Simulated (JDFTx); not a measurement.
Wanted: the native input for a JDFTx 1.7.0 (patched build) run.

```yaml
Task: relaxation of cell and atoms
Functional: r2SCAN
Potentials_or_basis: SG15-PBE-1.2 with smoothed tails
Cutoff: 1088 eV
Density_cutoff: 4354 eV
k_mesh: 6 × 6 × 6
Occupations: fermi-dirac, width 0.05 eV
Spin: no spin polarisation
Local_potential_set_to_-Z/r_beyond: 6 bohr
Density_cutoff_over_wavefunction_cutoff: 4
Max_SCF_steps: 100
SCF_threshold_on_the_energy: 1e-09 Ha
Solver_of_the_electrons: scf
Further_solve_for_the_empty_bands: no
```

The system is Mo.

```
Mo
1.0
    -1.58381    1.58381    1.58381
     1.58381   -1.58381    1.58381
     1.58381    1.58381   -1.58381
Mo
1
Cartesian
  0.0000 0.0000 0.0000
```

One way to write it, as run:

Mo.in

```
include Mo.lattice
coords-type Lattice
include Mo.ionpos

ion-species pseudo/Mo.upf
elec-cutoff 40
elec-ex-corr mgga-x-r2scan mgga-c-r2scan
kpoint-folding 6 6 6
elec-smearing Fermi 0.0018374661
elec-n-bands 13
electronic-SCF nIterations 100 energyDiffThreshold 1e-09
electronic-minimize nIterations 30 energyDiffThreshold 1e-7
forces-output-coords Cartesian
lattice-minimize nIterations 40 energyDiffThreshold 1e-6

dump-name run.$VAR
dump End Ecomponents EigStats BandEigs Kpoints Forces Stress ElecDensity KEdensity
```

Mo.lattice

```
lattice \
   -2.9929651906     2.9929651906     2.9929651906 \
    2.9929651906    -2.9929651906     2.9929651906 \
    2.9929651906     2.9929651906    -2.9929651906
```

Mo.ionpos

```
ion Mo     0.0000000000     0.0000000000     0.0000000000 1
```

Potentials or basis: SG15-PBE-1.2 with smoothed tails.

The run is started by

```sh
$ jdftx -c 1 -i Mo.in -o Mo.out
```

It gave:

| Property | Result |
| --- | --- |
| Relaxed volume | 15.55 Å³/atom |
| Relaxed cell | a = 2.724 Å, b = 2.724 Å, c = 2.724 Å, α = 109.47°, β = 109.47°, γ = 109.47° |
| Space group after relaxing (to 0.05 Å) | Im-3m (No. 229) |
| Energy gained by relaxing | 6.2 meV/atom |
| Ionic steps | 5 |
| Pressure after relaxing | 0.0 GPa |
| Band gap on the k mesh | none (metal or under the smearing width) |

Caveat: the k mesh is coarse (spacing up to 0.47 Å⁻¹), so the values aren't converged; the potentials were made for another functional, which shifts forces and pressure.

Run time: 30 s on 1 thread of Intel(R) Xeon(R) 6975P-C (Granite Rapids), on a shared host, peak memory 0.05 GiB.
